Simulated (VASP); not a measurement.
# BN in VASP: one cell, several levels of theory

What does VASP give for BN (database structure), under -2.1 % strain along z alone, the cell held fixed? Runs: PBE, r2SCAN. The results are then set beside those of Ansatz 0.2.0 for the same cell.

Program: VASP 6.6.1. PAW datasets, plane waves. (Simulation; spin polarisation is off.)

## 1. The structure to begin with

The cell comes from an earlier relaxation with r2SCAN+rVV10 in another program, then strained, with the atoms relaxed again.

Space group R3m (No. 160), trigonal; a = 2.500 Å, c = 9.552 Å in the conventional setting, 8.62 Å³ an atom. Around B lie 3 N at 1.44 Å; around N lie 3 B at 1.44 Å.

Coordinates:

Space group R3m:H (No. 160). a = 2.500 Å, b = 2.500 Å, c = 9.552 Å, α = 90.00°, β = 90.00°, γ = 120.00°
```tsv
atom	site	symmetry	x	y	z
B	3a	3m	0.0000	0.0000	0.0002
N	3a	3m	0.6667	0.3333	0.0007
```

## 2. Single point with PBE

File INCAR:

```
ENCUT = 520.000000
SIGMA = 0.020000
EDIFF = 1.00e-07
GGA = PE
PREC = Accurate
IBRION = -1
ISIF = 2
ISMEAR = -1
NBANDS = 11
NELM = 120
NSW = 0
LASPH = .TRUE.
LCHARG = .FALSE.
LWAVE = .FALSE.
LREAL = .FALSE.
```

File KPOINTS:

```
KPOINTS created by Atomic Simulation Environment
0
Gamma
12 12 12
0 0 0
```

File KPOINTS_OPT:

```
special points
11
Reciprocal
0.0000000000 0.0000000000 0.0000000000 1
-0.5000000000 -0.5000000000 -0.5000000000 1
-0.5000000000 -0.1994790226 -0.8005209774 1
-0.1994790226 0.1994790226 -0.5000000000 1
0.0000000000 0.0000000000 -0.5000000000 1
0.0000000000 0.3497395113 -0.3497395113 1
-0.3497395113 0.0000000000 -0.6502604887 1
-0.5000000000 0.0000000000 -0.5000000000 1
-0.1595832181 0.1595832181 -0.5000000000 1
-0.0052080000 0.2968750000 -0.3125000000 1
0.0000000000 0.5000000000 0.5000000000 1
```

File POSCAR:

```
B  N
 1.0000000000000000
     1.2501241103770087    0.7217594916299408    3.1840344343037779
    -1.2501241103770087    0.7217594916299408    3.1840344343037779
     0.0000000000000000   -1.4435189833098814    3.1840344342924438
 B   N
   1   1
Cartesian
  0.0000000000000001 -0.0000000000499878  9.5497637298111560
 -0.0000000000000000 -0.0000000000166338  3.1777739303818007
```

Potentials: the recommended PBE PAW datasets, 8 valence electrons in the neutral cell.

Started as:

```bash
> mpirun -np 1 vasp_std
```

Standard output, without the iteration lines:

```text
POSCAR found type information on POSCAR B N
 POSCAR found :  2 types and       2 ions
 LDA part: xc-table for (Slater+PW92), standard interpolation
 POSCAR, INCAR and KPOINTS ok, starting setup
 FFT: planning ... GRIDC
 FFT: planning ... GRID_SOFT
 FFT: planning ... GRID
 WAVECAR not read
 entering main loop
 Start KPOINTS_OPT (optional k-point list driver)
k-point batch [1-11\11]
```

OSZICAR:

```text
N       E                     dE             d eps       ncg     rms          rms(c)
DAV:   1     0.138376723809E+02    0.13838E+02   -0.47447E+03  4230   0.694E+02
DAV:   2    -0.185705350344E+02   -0.32408E+02   -0.31023E+02  4906   0.164E+02
DAV:   3    -0.193187811667E+02   -0.74825E+00   -0.74713E+00  5090   0.229E+01
DAV:   4    -0.193208293031E+02   -0.20481E-02   -0.20481E-02  4557   0.133E+00
DAV:   5    -0.193208367838E+02   -0.74806E-05   -0.74806E-05  5041   0.711E-02    0.798E+00
DAV:   6    -0.177422180188E+02    0.15786E+01   -0.51644E+00  4723   0.127E+01    0.365E+00
DAV:   7    -0.175940124155E+02    0.14821E+00   -0.23850E-01  4977   0.368E+00    0.223E+00
DAV:   8    -0.175579677853E+02    0.36045E-01   -0.10760E-01  5049   0.205E+00    0.261E-01
DAV:   9    -0.175582216793E+02   -0.25389E-03   -0.24744E-03  4569   0.411E-01    0.138E-01
DAV:  10    -0.175585404337E+02   -0.31875E-03   -0.45361E-04  4716   0.157E-01    0.236E-02
DAV:  11    -0.175585604315E+02   -0.19998E-04   -0.42200E-05  4924   0.447E-02    0.199E-02
DAV:  12    -0.175585597415E+02    0.69004E-06   -0.80197E-06  4667   0.189E-02    0.160E-03
DAV:  13    -0.175585598538E+02   -0.11231E-06   -0.31295E-07  4848   0.490E-03    0.551E-04
DAV:  14    -0.175585598658E+02   -0.12027E-07   -0.15515E-08  3947   0.876E-04
   1 F= -.17558560E+02 E0= -.17558560E+02  d E =-.439967E-13
       N       E                     dE             ncg
DAV:   1     0.129097329241E+04   -0.45598E+04      242
DAV:   2     0.100434382751E+04   -0.28663E+03      299
DAV:   3     0.997753738999E+03   -0.65901E+01      290
DAV:   4     0.997739752064E+03   -0.13987E-01      257
DAV:   5     0.997739716669E+03   -0.35395E-04      281
DAV:   6     0.997739716521E+03   -0.14840E-06      274
DAV:   7     0.997739716520E+03   -0.83173E-09      284
```

The lines after F= are the extra pass for the points of KPOINTS_OPT, at fixed density; their E is not a total energy.

OUTCAR, selected sections:

```text
k-points           NKPTS =    189   k-points in BZ     NKDIM =    189   number of bands    NBANDS=     11

   NELECT =       8.0000    total number of electrons

   dimension x,y,z NGX =    28 NGY =   28 NGZ =   28
   dimension x,y,z NGXF=    56 NGYF=   56 NGZF=   56

  energy-cutoff  :      520.00
  volume of cell :       17.24
      direct lattice vectors                 reciprocal lattice vectors
     1.250124110  0.721759492  3.184034434     0.399960289  0.230917180  0.104688985
    -1.250124110  0.721759492  3.184034434    -0.399960289  0.230917180  0.104688985
     0.000000000 -1.443518983  3.184034434     0.000000000 -0.461834361  0.104688985

 k-points in reciprocal lattice and weights: KPOINTS created by Atomic Simulation Env
   0.00000000  0.00000000  0.00000000       0.001
   0.08333333  0.00000000  0.00000000       0.003
   0.16666667 -0.00000000  0.00000000       0.003
   0.25000000  0.00000000  0.00000000       0.003
   0.33333333  0.00000000  0.00000000       0.003
   0.41666667  0.00000000  0.00000000       0.003
   0.50000000  0.00000000  0.00000000       0.002
   0.08333333  0.08333333  0.00000000       0.003
[... 181 more k-points ...]

 E-fermi :   3.1609

 k-point     1 :       0.0000    0.0000    0.0000
  band No.  band energies     occupation
      1     -15.2446      2.00000
      2      -1.2272      2.00000
      3       1.3436      2.00000
      4       1.3436      2.00000
      5       8.1582      0.00000
      6      14.3362      0.00000
      7      14.3362      0.00000
      8      15.8802      0.00000
      9      17.7125      0.00000
     10      28.7101      0.00000
     11      31.4823      0.00000

 k-point     2 :       0.0833    0.0000    0.0000
  band No.  band energies     occupation
      1     -15.1047      2.00000
      2      -1.0886      2.00000
      3       0.7732      2.00000
      4       1.0871      2.00000
      5       8.4498      0.00000
      6      14.2691      0.00000
      7      14.9295      0.00000
      8      15.3988      0.00000
      9      18.1382      0.00000
     10      28.8277      0.00000
     11      29.3609      0.00000

 k-point     3 :       0.1667   -0.0000    0.0000
  band No.  band energies     occupation
      1     -14.6926      2.00000
      2      -0.7464      2.00000
      3      -0.5874      2.00000
      4       0.4623      2.00000
      5       9.2007      0.00000
      6      13.9896      0.00000
      7      14.2898      0.00000
      8      16.5434      0.00000
      9      19.1632      0.00000
     10      26.1208      0.00000
     11      27.9186      0.00000

 k-point     4 :       0.2500    0.0000    0.0000
  band No.  band energies     occupation
      1     -14.0366      2.00000
      2      -2.4750      2.00000
      3      -0.2623      2.00000
      4      -0.0036      2.00000
      5      10.1507      0.00000
      6      12.4423      0.00000
      7      14.1787      0.00000
      8      18.8309      0.00000
      9      20.2103      0.00000
     10      24.0025      0.00000
     11      26.2853      0.00000

 k-point     5 :       0.3333    0.0000    0.0000
  band No.  band energies     occupation
      1     -13.2075      2.00000
      2      -4.2843      2.00000
      3      -0.8850      2.00000
      4       0.8491      2.00000
      5       9.9986      0.00000
      6      11.8981      0.00000
      7      14.4128      0.00000
      8      20.2320      0.00000
      9      21.3982      0.00000
     10      23.2840      0.00000
     11      25.1038      0.00000

 k-point     6 :       0.4167    0.0000    0.0000
  band No.  band energies     occupation
      1     -12.3875      2.00000
      2      -5.7454      2.00000
      3      -1.2935      2.00000
      4       1.7070      2.00000
      5       8.6339      0.00000
      6      12.4943      0.00000
      7      15.2114      0.00000
      8      19.1265      0.00000
      9      23.3131      0.00000
     10      23.6680      0.00000
     11      24.3982      0.00000

 k-point     7 :       0.5000    0.0000    0.0000
  band No.  band energies     occupation
      1     -11.9978      2.00000
      2      -6.3568      2.00000
      3      -1.4349      2.00000
      4       2.1202      2.00000
      5       8.0004      0.00000
      6      12.6846      0.00000
      7      16.0030      0.00000
      8      18.2663      0.00000
      9      23.1786      0.00000
     10      24.1375      0.00000
     11      24.6872      0.00000

[... the tables of k-points 8 to 189 left out ...]

  Total        0.5913256      0.5913256      0.4728971      0.0000000      0.0000000     -0.0000000
  in kB       54.9620129     54.9620129     43.9544198      0.0000000      0.0000000     -0.0000000
  external PRESSURE =      51.2928152 kB  Pullay stress =       0.0000000 kB

 POSITION                                       TOTAL-FORCE (eV/Angst)
 -----------------------------------------------------------------------------------
      0.00000     -0.00000      9.54976         0.000000     -0.000000      0.004655
      0.00000     -0.00000      3.17777         0.000000      0.000000     -0.004655
 -----------------------------------------------------------------------------------
    total drift:                                0.000000     -0.000000      0.000008

  FREE ENERGIE OF THE ION-ELECTRON SYSTEM (eV)
  ---------------------------------------------------
  free  energy   TOTEN  =       -17.5585598658 eV

  energy  without entropy=      -17.5585598658  energy(sigma->0) =      -17.55855987
```

Hardware: 1 MPI rank of Intel Xeon Platinum 8488C, shared host.

The levels at the points of KPOINTS_OPT are read from vasprun.xml.

Levels at the named points, in eV from the top of band v (v: the last filled band by count, c: the next):

| point | v−1 | v | c | c+1 |
| --- | --- | --- | --- | --- |
| Γ | -1.36 | -1.36 | 5.46 | 11.64 |
| T | -1.39 | -1.39 | 10.67 | 11.53 |
| H_2 | -6.95 | -0.60 | 4.79 | 12.43 |
| H_0 | -6.95 | -0.60 | 4.79 | 12.43 |
| L | -4.14 | -0.58 | 5.30 | 9.98 |
| S_0 | -7.15 | -0.25 | 4.55 | 12.42 |
| S_2 | -7.15 | -0.25 | 4.55 | 12.42 |

Gap with PBE: 4.07 eV, valence top at (-0.01, 0.30, -0.31), conduction bottom at F. Least direct gap: 4.71 eV. The pressure is 5.13 GPa; the forces vanish within 0.01 eV/Å.

## 3. Single point with r2SCAN

File INCAR:

```
ENCUT = 520.000000
SIGMA = 0.010000
EDIFF = 1.00e-07
ALGO = Normal
METAGGA = R2SCAN
PREC = Accurate
IBRION = -1
ISIF = 2
ISMEAR = 0
NBANDS = 11
NELM = 120
NSW = 0
LASPH = .TRUE.
LCHARG = .TRUE.
LELF = .TRUE.
LWAVE = .FALSE.
LREAL = .FALSE.
```

KPOINTS is that of step 2.

KPOINTS_OPT is that of step 2.

POSCAR is that of step 2.

Started as:

```bash
> mpirun -np 1 vasp_std
```

Standard output, without the iteration lines:

```text
POSCAR found type information on POSCAR B N
 POSCAR found :  2 types and       2 ions
 -----------------------------------------------------------------------------
|                                                                             |
|                                                                             |
|     You enforced a specific xc type in the INCAR file but a different       |
|     I HOPE YOU KNOW WHAT YOU ARE DOING!                                     |
|                                                                             |
 -----------------------------------------------------------------------------

 LDA part: xc-table for (None), standard interpolation
 POSCAR, INCAR and KPOINTS ok, starting setup
 FFT: planning ... GRIDC
 FFT: planning ... GRID_SOFT
 FFT: planning ... GRID
 WAVECAR not read
 entering main loop
 Start KPOINTS_OPT (optional k-point list driver)
k-point batch [1-11\11]
```

OSZICAR:

```text
N       E                     dE             d eps       ncg     rms          rms(c)
DAV:   1     0.105191197350E+02    0.10519E+02   -0.48585E+03  4230   0.711E+02
DAV:   2    -0.225319823030E+02   -0.33051E+02   -0.31641E+02  4951   0.168E+02
DAV:   3    -0.232954746024E+02   -0.76349E+00   -0.76237E+00  5109   0.234E+01
DAV:   4    -0.232975773705E+02   -0.21028E-02   -0.21027E-02  4543   0.136E+00
DAV:   5    -0.232975849854E+02   -0.76149E-05   -0.76149E-05  4989   0.729E-02    0.777E+00
DAV:   6    -0.193590184981E+02    0.39386E+01   -0.33628E+00  4787   0.103E+01    0.388E+00
DAV:   7    -0.192954840851E+02    0.63534E-01   -0.45609E-01  4650   0.470E+00    0.214E+00
DAV:   8    -0.192891178439E+02    0.63662E-02   -0.90270E-02  4984   0.189E+00    0.247E-01
DAV:   9    -0.192889967741E+02    0.12107E-03   -0.10737E-02  4731   0.740E-01    0.144E-01
DAV:  10    -0.192889786017E+02    0.18172E-04   -0.13029E-03  4453   0.250E-01    0.385E-02
DAV:  11    -0.192890162683E+02   -0.37667E-04   -0.10407E-04  4785   0.878E-02    0.182E-02
DAV:  12    -0.192890192279E+02   -0.29595E-05   -0.26458E-06  4743   0.142E-02    0.300E-03
DAV:  13    -0.192890191741E+02    0.53789E-07   -0.19944E-07  4848   0.296E-03
   1 F= -.19289019E+02 E0= -.19289019E+02  d E =-.704731E-29
       N       E                     dE             ncg
DAV:   1     0.124934174054E+04   -0.46014E+04      242
DAV:   2     0.951377838839E+03   -0.29796E+03      283
DAV:   3     0.944514494025E+03   -0.68633E+01      290
DAV:   4     0.944500350682E+03   -0.14143E-01      257
DAV:   5     0.944500316209E+03   -0.34473E-04      278
DAV:   6     0.944500316071E+03   -0.13836E-06      280
DAV:   7     0.944500316070E+03   -0.15484E-09      281
```

Parts of OUTCAR:

```text
k-points           NKPTS =    189   k-points in BZ     NKDIM =    189   number of bands    NBANDS=     11

   NELECT =       8.0000    total number of electrons

   dimension x,y,z NGX =    28 NGY =   28 NGZ =   28
   dimension x,y,z NGXF=    56 NGYF=   56 NGZF=   56

  energy-cutoff  :      520.00
  volume of cell :       17.24
      direct lattice vectors                 reciprocal lattice vectors
     1.250124110  0.721759492  3.184034434     0.399960289  0.230917180  0.104688985
    -1.250124110  0.721759492  3.184034434    -0.399960289  0.230917180  0.104688985
     0.000000000 -1.443518983  3.184034434     0.000000000 -0.461834361  0.104688985

 k-points in reciprocal lattice and weights: KPOINTS created by Atomic Simulation Env
   0.00000000  0.00000000  0.00000000       0.001
   0.08333333  0.00000000  0.00000000       0.003
   0.16666667 -0.00000000  0.00000000       0.003
   0.25000000  0.00000000  0.00000000       0.003
   0.33333333  0.00000000  0.00000000       0.003
   0.41666667  0.00000000  0.00000000       0.003
   0.50000000  0.00000000  0.00000000       0.002
   0.08333333  0.08333333  0.00000000       0.003
[... 181 more k-points ...]

 E-fermi :   2.4582

 k-point     1 :       0.0000    0.0000    0.0000
  band No.  band energies     occupation
      1     -16.4938      2.00000
      2      -1.5720      2.00000
      3       1.0673      2.00000
      4       1.0673      2.00000
      5       8.3415      0.00000
      6      14.8346      0.00000
      7      14.8346      0.00000
      8      16.9276      0.00000
      9      18.3921      0.00000
     10      30.0135      0.00000
     11      32.3802      0.00000

 k-point     2 :       0.0833    0.0000    0.0000
  band No.  band energies     occupation
      1     -16.3483      2.00000
      2      -1.4270      2.00000
      3       0.4672      2.00000
      4       0.8002      2.00000
      5       8.6432      0.00000
      6      14.7771      0.00000
      7      15.4592      0.00000
      8      16.3868      0.00000
      9      18.8437      0.00000
     10      29.8419      0.00000
     11      30.5544      0.00000

 k-point     3 :       0.1667   -0.0000    0.0000
  band No.  band energies     occupation
      1     -15.9203      2.00000
      2      -1.1010      2.00000
      3      -0.9319      2.00000
      4       0.1488      2.00000
      5       9.4228      0.00000
      6      14.6306      0.00000
      7      15.0159      0.00000
      8      17.1620      0.00000
      9      19.9401      0.00000
     10      26.9284      0.00000
     11      28.6819      0.00000

 k-point     4 :       0.2500    0.0000    0.0000
  band No.  band energies     occupation
      1     -15.2406      2.00000
      2      -2.9426      2.00000
      3      -0.6077      2.00000
      4      -0.2962      2.00000
      5      10.4276      0.00000
      6      13.1363      0.00000
      7      14.6832      0.00000
      8      19.5853      0.00000
      9      21.0508      0.00000
     10      24.7845      0.00000
     11      26.9841      0.00000

 k-point     5 :       0.3333    0.0000    0.0000
  band No.  band energies     occupation
      1     -14.3862      2.00000
      2      -4.8317      2.00000
      3      -1.2584      2.00000
      4       0.5854      2.00000
      5      10.4570      0.00000
      6      12.3485      0.00000
      7      14.8973      0.00000
      8      20.9896      0.00000
      9      22.3227      0.00000
     10      24.1644      0.00000
     11      25.7564      0.00000

 k-point     6 :       0.4167    0.0000    0.0000
  band No.  band energies     occupation
      1     -13.5501      2.00000
      2      -6.3443      2.00000
      3      -1.6856      2.00000
      4       1.4611      2.00000
      5       9.0778      0.00000
      6      12.9454      0.00000
      7      15.6907      0.00000
      8      19.7808      0.00000
      9      24.1839      0.00000
     10      24.7430      0.00000
     11      25.0523      0.00000

 k-point     7 :       0.5000    0.0000    0.0000
  band No.  band energies     occupation
      1     -13.1582      2.00000
      2      -6.9700      2.00000
      3      -1.8335      2.00000
      4       1.8759      2.00000
      5       8.4277      0.00000
      6      13.1502      0.00000
      7      16.5081      0.00000
      8      18.8644      0.00000
      9      24.0041      0.00000
     10      24.7538      0.00000
     11      25.8847      0.00000

[... the tables of k-points 8 to 189 left out ...]

  Total        0.1013027      0.1013027      0.2474829      0.0000000     -0.0000000     -0.0000000
  in kB        9.4157982      9.4157982     23.0028227      0.0000000     -0.0000000     -0.0000000
  external PRESSURE =      13.9448064 kB  Pullay stress =       0.0000000 kB

 POSITION                                       TOTAL-FORCE (eV/Angst)
 -----------------------------------------------------------------------------------
      0.00000     -0.00000      9.54976         0.000000      0.000000     -0.002829
      0.00000     -0.00000      3.17777         0.000000     -0.000000      0.002829
 -----------------------------------------------------------------------------------
    total drift:                               -0.000000     -0.000000      0.000276

  FREE ENERGIE OF THE ION-ELECTRON SYSTEM (eV)
  ---------------------------------------------------
  free  energy   TOTEN  =       -19.2890191741 eV

  energy  without entropy=      -19.2890191741  energy(sigma->0) =      -19.28901917
```

Hardware: 1 MPI rank of Intel Xeon Platinum 8488C, shared host.

The levels at the points of KPOINTS_OPT are read from vasprun.xml.

Band energies at the special points (eV, zero at the top of v, the last band that the electrons fill by count):

```
point    v−1      v      c    c+1
    Γ  -1.38  -1.38   5.89  12.39
    T  -1.41  -1.41  11.54  12.27
  H_2  -7.24  -0.60   5.46  13.13
  H_0  -7.24  -0.60   5.46  13.13
    L  -4.28  -0.57   5.98  10.70
  S_0  -7.46  -0.25   5.22  13.13
  S_2  -7.46  -0.25   5.22  13.13
```

The r2SCAN gap is 4.62 eV and indirect ((-0.01, 0.30, -0.31) to F), with 5.41 eV as the least direct one. Pressure: 1.39 GPa; the forces vanish within 0.01 eV/Å.

The maps below are laid out on this run's own conventional cell (a, b, c = 2.500, 2.500, 9.552 Å).

Density in a lattice plane of the grid's cell (edges 2.50 and 9.55 Å, at 0.000 of the third edge), which holds B and N.

Ten even steps from ' ' (0.03 e/Å³) to '@' (3.63 e/Å³):
```
  ..........
            
            
            
::..      ..
@@**::..::**
@@##::..::##
--::      ::
            
            
            
    ......  
    ::==::  
    ::--::  
            
            
            
            
  ..........
  ::::::::::
```
Columns run along the first of these edges and rows up along the second, over one cell in 6 and 20 even steps from the bottom left corner. Atoms in the plane (fractional): B at (1.00, 0.00), N at (0.00, 0.67).

ELF in the same plane.

Ten even steps from '0' (0.01) to '9' (0.93):
```
057675
224442
000000
320002
885158
588388
288388
886268
652025
000000
002420
016861
028982
018981
015751
000100
000000
234443
057675
058785
```
Columns run along the first of these edges and rows up along the second, over one cell in 6 and 20 even steps from the bottom left corner. Atoms in the plane (fractional): B at (1.00, 0.00), N at (0.00, 0.67).

Both are smooth fields of the valence electrons: close to the nuclei they are not physical.

Outside the cores ELF peaks at 0.93 on the B–N line, 0.7 Å from B.

## 4. Summary

| level | gap (eV) | pressure (GPa) | Ansatz: gap (eV) | Ansatz: pressure (GPa) |
| --- | --- | --- | --- | --- |
| PBE | 4.07 | 5.13 | 4.08 | 5.05 |
| r2SCAN | 4.62 | 1.39 | 4.59 | 0.96 |

**Reading.** The gap spans 4.07 eV (PBE) to 4.62 eV (r2SCAN). At this one volume the pressure spans 1.4 GPa (r2SCAN) to 5.1 GPa (PBE): PBE wants the largest cell and r2SCAN the smallest. The two programs agree on the gap within 0.04 eV, far less than the spread between functionals. Each program uses its own PAW datasets and cutoff.
